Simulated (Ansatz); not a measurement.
NaF built on the wurtzite prototype (no longer in that coordination), relaxed with r2SCAN in the PAW code Ansatz. Space group P6_3/mmc (No. 194), hexagonal; a = 3.868 Å, c = 4.551 Å in the conventional setting, 14.74 Å³ an atom. Na is surrounded by 5 F at 2.23–2.28 Å; F is surrounded by 5 Na at 2.23–2.28 Å. The cell started from the wurtzite prototype, but the relaxation took it to the higher symmetry P6_3/mmc (No. 194), so the name no longer describes it.

The axes x, y and z are those of this cell:
```xyz
4
Lattice="3.8681 0.0000 0.0000 -1.9340 3.3498 0.0000 0.0000 0.0000 4.5514" Properties=species:S:1:pos:R:3 pbc="T T T"
Na    0.0000    2.2332   -0.2845
Na    1.9340    1.1166    1.9912
F     0.0000    2.2332    1.9912
F     1.9340    1.1166    4.2669
```

Unstrained: The PBE gap is direct at Γ: 5.694 eV. With r2SCAN the gap is 6.335 eV and direct, at Γ. HSE06 gives a direct gap of 7.745 eV at Γ. Meshes: PBE 12×12×6, r2SCAN 12×12×6, HSE06 6×6×4. Strains are changes of length per length, and xy shears are angles. After each strain the atoms were relaxed again with r2SCAN within the symmetry that the strain leaves, so tilts or polar shifts that break it weren't tested; points keep the names that they have in the unstrained zone. These are computed values for a spin-unpolarised cell that may be hypothetical; none is a measurement.

Problem. Estimate what xy shear, engineering strain (angle) -0.64 % does to the gap.

Solution. PBE: the gap goes from 5.694 to 5.694 eV (0.000 eV). r2SCAN: the gap goes from 6.335 to 6.335 eV (0.000 eV). HSE06: the gap goes from 7.745 to 7.745 eV (0.000 eV). The r2SCAN energy rises by 0.0 meV an atom.

Problem. Estimate what uniaxial -1.87 % along x, other directions held does to the gap.

Solution. PBE: the gap goes from 5.694 to 5.754 eV (+0.060 eV). r2SCAN: the gap goes from 6.335 to 6.395 eV (+0.060 eV). HSE06: the gap goes from 7.745 to 7.812 eV (+0.067 eV). The r2SCAN energy rises by 1.0 meV an atom.

The meshes of the hybrids are coarse, so their gaps aren't converged to the digits shown.
